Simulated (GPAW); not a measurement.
Here is a GPAW 26.7.0 calculation.

Contents of run.py:

```python
from ase.dft.bandgap import bandgap
from ase.io import write
from ase.spacegroup import crystal
from gpaw import GPAW, PW

# Ni 4a
# O 4b
atoms = crystal(['Ni', 'O'],
                basis=[[0.0, 0.0, 0.0],
                       [0.5, 0.0, 0.0]],
                spacegroup=225, setting=1,  # Fm-3m
                cellpar=[4.17180328, 4.17180328, 4.17180328, 90.0, 90.0, 90.0],
                primitive_cell=True)
atoms.set_initial_magnetic_moments([1.0, 0.0])

calc = GPAW(mode=PW(800),
            xc={'name': 'optPBE-vdW', 'backend': 'libvdwxc'},
            kpts={'size': (8, 8, 8), 'gamma': True},
            occupations={'name': 'fermi-dirac', 'width': 0.05},
            nbands=22,
            convergence={'density': 1e-05, 'energy': 1e-05},
            maxiter=150,
            txt='gpaw.txt')
atoms.calc = calc
energy = atoms.get_potential_energy()
forces = atoms.get_forces()
calc.write('gs.gpw')
write('result.traj', atoms)
print(f'Energy: {energy:.6f} eV')
print('Forces (eV/A):')
print(forces.round(4))
print('Moments:', calc.get_magnetic_moments().round(3))
print('Fermi level:', round(calc.get_fermi_level(), 4), 'eV')
print(f'Gap: {bandgap(calc)[0]:.4f} eV, direct: {bandgap(calc, direct=True)[0]:.4f} eV')

path = atoms.cell.bandpath('GXWKGLUWLK,UX', npoints=60, eps=1e-4)
bs_calc = calc.fixed_density(kpts=path, symmetry='off', nbands=31,
                             convergence={'bands': 'CBM+6.0', 'eigenstates': 1e-6}, txt='bands.txt')
bs = bs_calc.band_structure()
bs.write('bs.json')
print(f'Gap on the path: {bandgap(bs_calc)[0]:.4f} eV')
```

Potentials or basis: GPAW PAW data sets (gpaw-data 1.2.1), pw.

Command:

```sh
$ OMP_NUM_THREADS=1 python run.py
```

Question: Estimate the site moments.

Answer: Ni +1.43; O +0.21 μB.

Question: Estimate the net moment.

Answer: 1.73 μB per cell.

Question: Estimate the band gap along the path.

Answer: None (metal or under the smearing width).

Levels at the corners of the path, in eV from the Fermi level:
Spin up:
```tsv
point	band 10	band 11	band 12	band 13
Γ	-2.74	-2.74	-2.74	1.58
X	-2.15	-1.71	-1.71	6.08
W	-1.99	-1.71	-1.19	8.39
K	-1.82	-1.60	-1.14	7.72
Γ	-2.74	-2.74	-2.74	1.58
L	-1.49	0.32	0.32	5.67
U	-1.82	-1.60	-1.14	7.72
W	-1.99	-1.71	-1.19	8.39
L	-1.49	0.32	0.32	5.67
K	-1.82	-1.60	-1.14	7.72
U	-1.82	-1.60	-1.14	7.72
X	-2.15	-1.71	-1.71	6.08
```
Spin down:
```tsv
point	band 6	band 7	band 8	band 9	band 10	band 11	band 12	band 13
Γ	-2.66	-2.66	-1.93	-1.93	-1.93	-0.66	-0.66	1.93
X	-4.00	-4.00	-2.91	-0.81	-0.81	-0.22	0.35	6.51
W	-5.88	-5.30	-1.16	-1.16	-0.81	0.21	0.96	8.91
K	-5.94	-4.55	-1.73	-0.95	-0.72	0.48	0.98	8.15
Γ	-2.66	-2.66	-1.93	-1.93	-1.93	-0.66	-0.66	1.93
L	-4.94	-4.94	-1.01	-1.01	-0.63	2.22	2.22	5.84
U	-5.94	-4.55	-1.73	-0.95	-0.72	0.48	0.98	8.15
W	-5.88	-5.30	-1.16	-1.16	-0.81	0.21	0.96	8.91
L	-4.94	-4.94	-1.01	-1.01	-0.63	2.22	2.22	5.84
K	-5.94	-4.55	-1.73	-0.95	-0.72	0.48	0.98	8.15
U	-5.94	-4.55	-1.73	-0.95	-0.72	0.48	0.98	8.15
X	-4.00	-4.00	-2.91	-0.81	-0.81	-0.22	0.35	6.51
```

Caveat: the PAW data sets were made with another functional, which shifts forces and pressure a little; a cell with one magnetic atom can't hold antiferromagnetic order, which such compounds often take; semilocal functionals often make such compounds metallic where correlation or magnetic order opens a gap, which also shifts bond lengths.

**The experiment to reproduce.**

From “Local correlations, non-local screening, multiplets, and band formation in NiO”, 2012, arxiv:1210.6675, for a bulk crystal of NiO: band gap 4.3 eV.

Against the measured gap of NiO, 4.3 eV (quoted in “Local correlations, non-local screening, multiplets, and band formation in NiO”, 2012, arxiv:1210.6675), the calculated 0.00 eV is off by -4.30 eV. So large a miss can be the level of theory's own, or it may mean another phase, state or a wrong row. The value is that of optPBE-vdW, without temperature or zero-point motion. The run's magnetic order (collinear spin, ferromagnetic start) needn't be the measured crystal's.
